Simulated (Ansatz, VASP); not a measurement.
# GaN: VASP beside Ansatz

Aim: how closely do two programs agree when they are given the same cell, functional and k mesh?

Program: Ansatz 0.2.0. Level of theory: plane waves, with VASP 6.6.1 beside it; G0W0 gap at PBE. Results are calculated unless marked as measured.

**1. The starting structure**

Symmetry: F-43m, No. 216, cubic system. Conventional cell: a = 4.507 Å, b = 4.507 Å, c = 4.507 Å, α = 90.00°, β = 90.00°, γ = 90.00°. Nearest to Ga lie 4 N at 1.95 Å. Nearest to N lie 4 Ga at 1.95 Å. Farther neighbours and most contacts between anions are not listed.

**2. VASP: G0W0 gap, PBE**

Quasiparticle shifts depend on high empty states and on the cores, so they are the hardest test of two PAW sets.

Lines of VASP's logs that name or quote its potential files are left out, and so is its time.

The run reads the wave functions of an earlier VASP run, which isn't shown here.

The input, INCAR:

```
SYSTEM = GaN
PREC = Accurate
ENCUT = 450
ISMEAR = 0
SIGMA = 0.01
LREAL = .FALSE.
GGA = PE
NBANDS = 56
ALGO = EVGW0
NELMGW = 1
ENCUTGW = 100
NOMEGA = 48
PRECFOCK = Fast
NBANDSGW = 24
LWAVE = .TRUE.
LCHARG = .FALSE.
```

The input, POSCAR:

```
GaN
1.0
    0.0000000000      2.2535006075      2.2535006075
    2.2535006075      0.0000000000      2.2535006075
    2.2535006075      2.2535006075      0.0000000000
Ga N
1 1
Direct
    0.0000000000      0.0000000000      0.0000000000
    0.7500000000      0.7500000000      0.7500000000
```

The input, KPOINTS:

```
Automatic mesh
0
Gamma
8 8 8
0 0 0
```

PAW data sets: Ga_d_GW and N_GW (PBE family, release 64).

Launch:

```sh
$ mpirun -np 8 vasp_std
```

Numbers of over 12 decimals in the logs are rounded to 6 here.

The program printed:

```text
[banner, memory and clock lines left out]
running    8 mpi-ranks, on    1 nodes
 distrk:  each k-point on    8 cores,    1 groups
 distr:  one band on    1 cores,    8 groups

 POSCAR found type information on POSCAR GaN
 POSCAR found :  2 types and       2 ions
|                                                                             |
|           W    W    AA    RRRRR   N    N  II  N    N   GGGG   !!!           |
|           W    W   A  A   R    R  NN   N  II  NN   N  G    G  !!!           |
|           W    W  A    A  R    R  N N  N  II  N N  N  G       !!!           |
|           W WW W  AAAAAA  RRRRR   N  N N  II  N  N N  G  GGG   !            |
|           WW  WW  A    A  R   R   N   NN  II  N   NN  G    G                |
|           W    W  A    A  R    R  N    N  II  N    N   GGGG   !!!           |
|                                                                             |
|     For optimal performance we recommend to set                             |
|       NCORE = 2 up to number-of-cores-per-socket                            |
|     NCORE specifies how many cores store one orbital (NPAR=cpu/NCORE).      |
|     This setting can greatly improve the performance of VASP for DFT.       |
|     The default, NCORE=1 might be grossly inefficient on modern             |
|     multi-core architectures or massively parallel machines. Do your        |
|     Unfortunately you need to use the default for GW and RPA                |
|     calculations (for HF NCORE is supported but not extensively tested      |
|     yet).                                                                   |
|                                                                             |

|                                                                             |
|           W    W    AA    RRRRR   N    N  II  N    N   GGGG   !!!           |
|           W    W   A  A   R    R  NN   N  II  NN   N  G    G  !!!           |
|           W    W  A    A  R    R  N N  N  II  N N  N  G       !!!           |
|           W WW W  AAAAAA  RRRRR   N  N N  II  N  N N  G  GGG   !            |
|           WW  WW  A    A  R   R   N   NN  II  N   NN  G    G                |
|           W    W  A    A  R    R  N    N  II  N    N   GGGG   !!!           |
|                                                                             |
|     The default for ENCUTGWSOFT is different in this version of VASP.       |
|     please manually set ENCUTGWSOFT =100 in the INCAR file.                 |
|                                                                             |

 LDA part: xc-table for (Slater+PW92), standard interpolation
 found WAVECAR, reading the header
 POSCAR, INCAR and KPOINTS ok, starting setup
 FFT: planning ... GRIDC
 FFT: planning ... GRID_SOFT
 FFT: planning ... GRID
 reading WAVECAR
 the WAVECAR file was read successfully
 initial charge from wavefunction
 available memory per node:     35.89 GB, setting MAXMEM to     36753

 The Fermi energy was updated, please check that it is located mid-gap
 values below the HOMO (VB) or above the LUMO (CB) will cause erroneous energies
 E-fermi :   5.9555

 calculate exact exchange contribution
 the WAVEDER file was read successfully
energies w=
    0.000    0.000    0.674    0.000    1.345    0.000    2.010    0.000
    2.668    0.000    3.317    0.000    3.955    0.000    4.581    0.000
    5.196    0.000    5.800    0.000    6.393    0.000    6.976    0.000
    7.551    0.000    8.119    0.000    8.682    0.000    9.241    0.000
    9.800    0.000   10.360    0.000   10.923    0.000   11.493    0.000
   12.072    0.000   12.663    0.000   13.270    0.000   13.897    0.000
   14.547    0.000   15.226    0.000   15.940    0.000   16.696    0.000
   17.500    0.000   18.365    0.000   19.299    0.000   20.318    0.000
   21.439    0.000   22.684    0.000   24.082    0.000   25.669    0.000
   27.492    0.000   29.616    0.000   32.132    0.000   35.164    0.000
   38.898    0.000   43.614    0.000   49.762    0.000   58.106    0.000
   70.064    0.000   88.590    0.000  121.027    0.000  192.102    0.000
 responsefunction array rank=      64
 LDA part: xc-table for (Slater+PW92), standard interpolation

 min. memory requirement per mpi rank    248.4 MB, per node   1987.1 MB

 allocating   6 responsefunctions rank=    64
 shmem allocating  48 responsefunctions rank=    64
 response function shared by NCSHMEM nodes    1
 Doing            6  frequencies on each core in blocks of           48
NQ=   1    0.0000    0.0000    0.0000,
|.........|.........|.........|.........|.........|.........|.........|.........
 performed        511000 updates of chi_q(r,r)
 total number of BLAS operations         14.23 Gflops
NQ=   2    0.1250    0.0000    0.0000,
|.........|.........|.........|.........|.........|.........|.........|.........
 performed       1395000 updates of chi_q(r,r)
 total number of BLAS operations         38.04 Gflops
NQ=   3    0.2500    0.0000    0.0000,
|.........|.........|.........|.........|.........|.........|.........|.........
 performed       2279000 updates of chi_q(r,r)
 total number of BLAS operations         59.45 Gflops
NQ=   4    0.3750    0.0000    0.0000,
|.........|.........|.........|.........|.........|.........|.........|.........
 performed       3163000 updates of chi_q(r,r)
 total number of BLAS operations         76.45 Gflops
NQ=   5    0.5000    0.0000    0.0000,
|.........|.........|.........|.........|.........|.........|.........|.........
 performed       3897000 updates of chi_q(r,r)
 total number of BLAS operations         92.33 Gflops
NQ=   6    0.1250    0.1250    0.0000,
|.........|.........|.........|.........|.........|.........|.........|.........
 performed       4760000 updates of chi_q(r,r)
 total number of BLAS operations        116.37 Gflops
NQ=   7    0.2500    0.1250    0.0000,
|.........|.........|.........|.........|.........|.........|.........|.........
 performed       6193000 updates of chi_q(r,r)
 total number of BLAS operations        152.32 Gflops
NQ=   8    0.3750    0.1250    0.0000,
|.........|.........|.........|.........|.........|.........|.........|.........
 performed       7626000 updates of chi_q(r,r)
 total number of BLAS operations        183.32 Gflops
NQ=   9    0.5000    0.1250    0.0000,
|.........|.........|.........|.........|.........|.........|.........|.........
 performed       9059000 updates of chi_q(r,r)
 total number of BLAS operations        213.14 Gflops
NQ=  10   -0.3750    0.1250    0.0000,
|.........|.........|.........|.........|.........|.........|.........|.........
 performed      10492000 updates of chi_q(r,r)
 total number of BLAS operations        242.96 Gflops
NQ=  11   -0.2500    0.1250    0.0000,
|.........|.........|.........|.........|.........|.........|.........|.........
 performed      11925000 updates of chi_q(r,r)
 total number of BLAS operations        276.39 Gflops
NQ=  12   -0.1250    0.1250    0.0000,
|.........|.........|.........|.........|.........|.........|.........|.........
 performed      13100000 updates of chi_q(r,r)
 total number of BLAS operations        306.94 Gflops
NQ=  13    0.2500    0.2500    0.0000,
|.........|.........|.........|.........|.........|.........|.........|.........
 performed      13963000 updates of chi_q(r,r)
 total number of BLAS operations        325.61 Gflops
NQ=  14    0.3750    0.2500    0.0000,
|.........|.........|.........|.........|.........|.........|.........|.........
 performed      15396000 updates of chi_q(r,r)
 total number of BLAS operations        354.27 Gflops
NQ=  15    0.5000    0.2500    0.0000,
|.........|.........|.........|.........|.........|.........|.........|.........
 performed      16829000 updates of chi_q(r,r)
 total number of BLAS operations        382.93 Gflops
NQ=  16   -0.3750    0.2500    0.0000,
|.........|.........|.........|.........|.........|.........|.........|.........
 performed      18262000 updates of chi_q(r,r)
 total number of BLAS operations        413.93 Gflops
NQ=  17   -0.2500    0.2500    0.0000,
|.........|.........|.........|.........|.........|.........|.........|.........
 performed      19437000 updates of chi_q(r,r)
 total number of BLAS operations        444.47 Gflops
NQ=  18    0.3750    0.3750    0.0000,
|.........|.........|.........|.........|.........|.........|.........|.........
 performed      20300000 updates of chi_q(r,r)
 total number of BLAS operations        463.15 Gflops
NQ=  19    0.5000    0.3750    0.0000,
|.........|.........|.........|.........|.........|.........|.........|.........
 performed      21733000 updates of chi_q(r,r)
 total number of BLAS operations        491.81 Gflops
NQ=  20   -0.3750    0.3750    0.0000,
|.........|.........|.........|.........|.........|.........|.........|.........
 performed      22908000 updates of chi_q(r,r)
 total number of BLAS operations        517.23 Gflops
NQ=  21    0.5000    0.5000    0.0000,
|.........|.........|.........|.........|.........|.........|.........|.........
 performed      23569000 updates of chi_q(r,r)
 total number of BLAS operations        529.42 Gflops
NQ=  22    0.3750    0.2500    0.1250,
|.........|.........|.........|.........|.........|.........|.........|.........
 performed      25152000 updates of chi_q(r,r)
 total number of BLAS operations        563.68 Gflops
NQ=  23    0.5000    0.2500    0.1250,
|.........|.........|.........|.........|.........|.........|.........|.........
 performed      26961000 updates of chi_q(r,r)
 total number of BLAS operations        601.33 Gflops
NQ=  24   -0.3750    0.2500    0.1250,
|.........|.........|.........|.........|.........|.........|.........|.........
 performed      28447000 updates of chi_q(r,r)
 total number of BLAS operations        633.49 Gflops
NQ=  25    0.5000    0.3750    0.1250,
|.........|.........|.........|.........|.........|.........|.........|.........
 performed      30030000 updates of chi_q(r,r)
 total number of BLAS operations        662.68 Gflops
NQ=  26   -0.3750    0.3750    0.1250,
|.........|.........|.........|.........|.........|.........|.........|.........
 performed      31839000 updates of chi_q(r,r)
 total number of BLAS operations        700.33 Gflops
NQ=  27   -0.2500    0.3750    0.1250,
|.........|.........|.........|.........|.........|.........|.........|.........
 performed      33325000 updates of chi_q(r,r)
 total number of BLAS operations        731.27 Gflops
NQ=  28   -0.3750    0.5000    0.1250,
|.........|.........|.........|.........|.........|.........|.........|.........
 performed      34502000 updates of chi_q(r,r)
 total number of BLAS operations        754.83 Gflops
NQ=  29   -0.2500    0.5000    0.2500,
|.........|.........|.........|.........|.........|.........|.........|.........
 performed      35354000 updates of chi_q(r,r)
 total number of BLAS operations        776.21 Gflops
 resolving degeneracies of screened two electron integrals

 calculate QP shifts <psi_nk| G(iteration)W_0 |psi_nk>: iteration 1
 writing wavefunctions
 entering main loop
```

Parts of OUTCAR (step 2):

```text
ion  position               nearest neighbor table
   1  0.000  0.000  0.000-   2 1.95   2 1.95   2 1.95   2 1.95
   2  0.750  0.750  0.750-   1 1.95   1 1.95   1 1.95   1 1.95

  LATTYP: Found a face centered cubic cell.
 ALAT       =     4.5070012150

 Subroutine GETGRP returns: Found 24 space group operations
 (whereof 24 operations were pure point group operations)

The static configuration has the point symmetry T_d .

 Found     29 irreducible k-points:

   k-points           NKPTS =     29   k-points in BZ     NKDIM =    512   number of bands    NBANDS=     56

   dimension x,y,z NGX =    24 NGY =   24 NGZ =   24
   dimension x,y,z NGXF=    48 NGYF=   48 NGZF=   48

   ENCUT  =  450.0 eV  33.07 Ry    5.75 a.u.   5.51  5.51  5.51*2*pi/ulx,y,z

   NELECT =      18.0000    total number of electrons

  energy-cutoff  :      450.00
  volume of cell :       22.89
      direct lattice vectors                 reciprocal lattice vectors
     0.000000000  2.253500607  2.253500607    -0.221877020  0.221877020  0.221877020
     2.253500607  0.000000000  2.253500607     0.221877020 -0.221877020  0.221877020
     2.253500607  2.253500607  0.000000000     0.221877020  0.221877020 -0.221877020

 k-points in reciprocal lattice and weights: Automatic mesh
   0.00000000  0.00000000  0.00000000       0.002
   0.12500000  0.00000000  0.00000000       0.016
   0.25000000  0.00000000  0.00000000       0.016
   0.37500000  0.00000000  0.00000000       0.016
   0.50000000  0.00000000  0.00000000       0.008
   0.12500000  0.12500000  0.00000000       0.012
   0.25000000  0.12500000  0.00000000       0.047
   0.37500000  0.12500000  0.00000000       0.047
   0.50000000  0.12500000  0.00000000       0.047
[...]
-0.37500000  0.50000000  0.12500000       0.023
  -0.25000000  0.50000000  0.25000000       0.012

 E-fermi :   5.9555

 QP shifts <psi_nk| G(iteration)W_0 |psi_nk>: iteration 1
 for sc-GW calculations column KS-energies equals QP-energies in previous step
 and V_xc(KS)=  KS-energies - (<T + V_ion + V_H > + <T+V_H+V_ion>^1  + <V_x>^1)
 k-point   1 :       0.0000    0.0000    0.0000
  band No.  KS-energies  QP-energies   sigma(KS)   V_xc(KS)     V^pw_x(r,r')   Z            occupation Imag(sigma)
    ...
      6      -8.0768     -11.5102     -26.4606     -21.8075     -35.1848       0.7379       2.0000       0.1614
      7       5.0934       4.7494     -18.1789     -17.7322     -21.2804       0.7702       2.0000       0.0767
      8       5.0934       4.7494     -18.1789     -17.7322     -21.2804       0.7702       2.0000       0.0767
      9       5.0934       4.7494     -18.1789     -17.7322     -21.2804       0.7702       2.0000       0.0767
     10       6.8177       7.5718     -12.4210     -13.3587      -9.2287       0.8043       0.0000      -0.0548
     11      15.3893      16.2731     -10.3199     -11.4292      -5.3816       0.7967       0.0000      -0.1255
     12      15.3893      16.2731     -10.3199     -11.4292      -5.3816       0.7967       0.0000      -0.1255
     13      15.3893      16.2731     -10.3199     -11.4292      -5.3816       0.7967       0.0000      -0.1255
    ...

 k-point   2 :       0.1250    0.0000    0.0000
  band No.  KS-energies  QP-energies   sigma(KS)   V_xc(KS)     V^pw_x(r,r')   Z            occupation Imag(sigma)
    ...
      6      -8.0784     -11.5062     -26.4549     -21.8031     -35.1801       0.7369       2.0000       0.1619
      7       3.5667       3.0755     -16.8824     -16.2413     -19.9196       0.7662       2.0000       0.0861
      8       4.9327       4.5654     -18.0414     -17.5642     -21.1793       0.7697       2.0000       0.0781
      9       4.9327       4.5654     -18.0414     -17.5642     -21.1793       0.7697       2.0000       0.0781
     10       7.9688       8.8041     -13.2235     -14.2744     -10.0874       0.7949       0.0000      -0.0566
     11      14.6875      15.6121     -10.5799     -11.7430      -5.6982       0.7950       0.0000      -0.1232
     12      15.6262      16.5280     -10.4473     -11.5849      -5.4332       0.7928       0.0000      -0.1355
     13      15.6262      16.5280     -10.4473     -11.5849      -5.4332       0.7928       0.0000      -0.1355
    ...

 k-point   3 :       0.2500    0.0000    0.0000
  band No.  KS-energies  QP-energies   sigma(KS)   V_xc(KS)     V^pw_x(r,r')   Z            occupation Imag(sigma)
    ...
      6      -8.0211     -11.0027     -24.5282     -20.4615     -33.0432       0.7332       2.0000       0.3200
      7       1.2371       0.4969     -16.1507     -15.1636     -19.9568       0.7499       2.0000       0.1376
      8       4.5747       4.1644     -17.7622     -17.2276     -20.9770       0.7674       2.0000       0.0818
      9       4.5747       4.1644     -17.7622     -17.2276     -20.9770       0.7674       2.0000       0.0818
     10       9.1568      10.0924     -12.5198     -13.6974      -8.7298       0.7945       0.0000      -0.0734
     11      13.8748      14.8809     -11.5307     -12.8214      -6.6589       0.7795       0.0000      -0.1290
     12      15.8451      16.7222     -10.5542     -11.6662      -5.4727       0.7888       0.0000      -0.1507
     13      15.8451      16.7222     -10.5542     -11.6662      -5.4727       0.7888       0.0000      -0.1507
    ...

 k-point   4 :       0.3750    0.0000    0.0000
  band No.  KS-energies  QP-energies   sigma(KS)   V_xc(KS)     V^pw_x(r,r')   Z            occupation Imag(sigma)
    ...
      6      -7.3308      -9.9015     -23.2632     -19.7515     -31.5156       0.7320       2.0000       0.4054
      7      -0.9183      -1.7492     -15.0712     -13.9306     -19.4486       0.7285       2.0000       0.2236
      8       4.2542       3.8125     -17.5330     -16.9559     -20.8093       0.7655       2.0000       0.0849
      9       4.2542       3.8125     -17.5330     -16.9559     -20.8093       0.7655       2.0000       0.0849
     10       9.6536      10.5702     -11.6987     -12.8408      -7.6592       0.8025       0.0000      -0.0780
     11      13.7487      14.7951     -12.4825     -13.8620      -7.4081       0.7585       0.0000      -0.1493
     12      15.6153      16.4117     -10.4654     -11.4706      -5.4789       0.7924       0.0000      -0.1474
     13      15.6153      16.4117     -10.4654     -11.4706      -5.4789       0.7924       0.0000      -0.1474
    ...

[... 4 further parts left out ...]
```

(Part 1 of 2 ends here.)

[Lines on the potential files, build, host, timing and source positions are cut from VASP's logs without a mark.]

[Logs are printed without paths, hosts, clocks, repeated set-up lines and the standing remarks that a program may print on its own settings, such as how far it seeks lower states.]

[Hosts, paths, dates, database ids (printed as entryN), source tags and the programs' standing remarks are cut or masked in the printed files.]
